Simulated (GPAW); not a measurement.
Crystal: Pt.

```
CELL_PARAMETERS angstrom
0.00000 1.96090 1.96090
1.96090 0.00000 1.96090
1.96090 1.96090 0.00000
ATOMIC_POSITIONS crystal
Pt 0.00000 0.00000 0.00000
```

| Quantity | Value |
| --- | --- |
| Program | GPAW 26.7.0 |
| Task | relaxation of cell and atoms |
| Functional | PBEsol |
| Dispersion | D3 |
| Potentials or basis | PAW data sets generated in the run's folder for this functional |
| Cutoff | 600 eV |
| Basis | pw |
| k mesh | 12 × 12 × 12 |
| Occupations | fermi-dirac, width 0.05 eV |
| Spin | no spin polarisation |

At the start: pressure -8.9 GPa; volume 15.08 Å³/atom.

**Question.** How do energy, volume and symmetry change on relaxing?

**Answer.** Over 3 steps the energy falls by 13.4 meV/atom and the volume is 14.62 Å³/atom (-3.1 %); space group Fm-3m (No. 225, to 0.05 Å).

The path:
```csv
step,energy change (eV),largest force (eV/Å),pressure (GPa),volume (Å³)
1,0.0000,0.0000,-8.86,15.08
2,-0.0132,0.0000,1.32,14.55
3,-0.0134,0.0000,-0.07,14.62
```

Final structure:
```
Pt
1.0
     0.00000    1.94059    1.94059
     1.94059    0.00000    1.94059
     1.94059    1.94059    0.00000
Pt
1
Direct
  0.00000 0.00000 0.00000
```

Caveat: later steps reuse the first step's grids; pairwise dispersion overbinds metals, which lowers pressure and volume.
